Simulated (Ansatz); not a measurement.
Ansatz input

```yaml
crystal:
  lattice:
    - [0.0, 2.4149042845, 2.4149042845]
    - [2.4149042845, 0.0, 2.4149042845]
    - [2.4149042845, 2.4149042845, 0.0]
  atoms:
    - { symbol: Hg, position: [0.0, 0.0, 0.0] }
hamiltonian:
  xc: pbe
  pseudopotentials:
    kind: paw
    azcp:
      Hg: "pseudopotentials/Hg.paw.azcp"
basis:
  ecutwfc: 420
  fft_grid_basis: typed
kpoints:
  mp_grid: { grid: [12, 12, 12], shift: [0, 0, 0] }
magnetization:
  spin_polarized: false
scf:
  occupations: { method: fermi_dirac, width: 0.1 }
  lower_state_search: "off"
output:
  stress: true
```

and its output:

```
Engine: ansatz 0.2.0, x86_64-unknown-linux-gnu
Pseudopotentials: kind: paw
Pseudopotential: Hg, paw, valence charge 20, recommended cutoff 420 eV (normal) 
Functional definition: PBE
  parameter kappa = 0.804
  parameter beta = 0.06672455060314922
  exchange = pbe_x(kappa = kappa, mu = beta*pi^2/3)
  correlation = pbe_c(beta = beta)
Crystal: 1 atoms, lattice volume = 28.166 Å³
Basis set: ecut = 420 eV, 537 PW (Γ)
Bands: 14, of which v1, the nominal top of the filled ones, is band 10 counted from 1 (9 counted from 0)
Symmetry: 48 space group operations
Space group: Fm-3m (ITA 225), of the structure as read, at distance tolerance 3.0e-5 Å
k-points: 72 of 1728
Non-local potential: Hg, projectors of the file, l = 0: 3, l = 1: 2, l = 2: 2, l = 3: 1
PAW form: soft (Blöchl's): semilocal exchange-correlation on the pseudo side does not see the compensation charge
PAW one-centre angular grid: Hg, 590 points (default); XC on 64 Gauss nodes
Initial density: superposition of atomic densities (neutral atoms: chi_scale 0, normalization atom), corrected by the library's trained network
Initial wavefunctions: pseudopotential atomic-orbital guess
Functional: x = pbe(κ = 0.804, μ = 0.2195149727645171), c = pbe(β = 0.06672455060314922)
SCF iter   1: F=—  HF=-13813.440081 eV  |F-HF|=—  |Δ(HF+E_count)|=         —  Δρ=1.36e-3  dr2=4.49e-4  ethr=1.77e-3  ⟨swp⟩=5.2  Hψ=5230  notcnv=0
SCF iter   2: F=—  HF=-13813.440441 eV  |F-HF|=—  |Δ(HF+E_count)|=   3.60e-4  Δρ=9.07e-4  dr2=2.56e-4  ethr=2.25e-6  ⟨swp⟩=2.1  Hψ=2012  notcnv=0
SCF iter   3: F=—  HF=-13813.440486 eV  |F-HF|=—  |Δ(HF+E_count)|=   4.54e-5  Δρ=4.30e-4  dr2=4.60e-5  ethr=1.28e-6  ⟨swp⟩=2.0  Hψ=1443  notcnv=0
SCF iter   4: F=—  HF=-13813.440481 eV  |F-HF|=—  |Δ(HF+E_count)|=   5.32e-6  Δρ=8.99e-5  dr2=2.87e-6  ethr=2.30e-7  ⟨swp⟩=2.1  Hψ=1470  notcnv=0
SCF iter   5: F=—  HF=-13813.440482 eV  |F-HF|=—  |Δ(HF+E_count)|=   5.33e-7  Δρ=2.74e-5  dr2=3.23e-7  ethr=1.43e-8  ⟨swp⟩=2.1  Hψ=1426  notcnv=0
SCF iter   6: F=-13813.440482 eV  HF=-13813.440482 eV  |F-HF|=4.58e-9  |Δ(HF+E_count)|=   6.26e-8  Δρ=5.60e-6  dr2=1.13e-8  ethr=5.00e-10  ⟨swp⟩=4.0  Hψ=3173  notcnv=0
SCF 1 converged in 6 iterations: F = -13813.440482 eV  dr2 = 1.13e-8
SCF converged after 6 iterations
Free energy (F): -13813.440482 eV
Harris-Foulkes:  -13813.440482 eV  (|F-HF|=4.58e-9)
Internal energy: -13813.430884 eV  (E = F + TS)
E sigma→0 (E₀):  -13813.435683 eV
Entropy (-TS):   -0.009598 eV (-9.598 meV/atom)
Fermi energy:    11.354587 eV
--- Per-component energies (eV) ---
  E_band       = -442.361106
  E_kinetic    = 604.699807
  E_local      = -2768.564574  (includes V_loc(G=0)·N_el)
  E_nonlocal   = 72.701246
  E_hartree    = 1177.545978
  E_xc         = -220.393918
  E_vxc        = -262.132505  (∫ρ·V_xc dr)
  E_paw        = -9945.548499  (= ΣΔE_a)
  E_vpaw       = -444.151289  (= ΣTr[D̂ρ^β])
  E_aug_tail   = 0.000926  (compensation charges beyond the density's cutoff)
  E_ewald      = -2733.871850
  E_smearing   = -0.009598  (= −TS)
  E_closure    = -0.000000  (closes the sum)
  Σ components = -13813.440482   (vs F -13813.440482, Δ=0.00e0)
--- Stress (GPa, compression-positive) ---
        0.533453       0.000000      -0.000000
       -0.000000       0.533453       0.000000
        0.000000       0.000000       0.533453
  P = ⅓ Tr σ = 0.5335 GPa (5.335 kbar)
```

Launched by

```sh
ansatz run input.yaml --threads 1 --pin off --max-ram 3584MiB --backend cpu --events-out ev --progress --plain --runs-dir out
```

On 1 thread of Intel(R) Xeon(R) Platinum 8259CL CPU @ 2.50GHz (Skylake/Cascade Lake) (shared host) this took about 2.4 s of wall time and 2 s of CPU time.
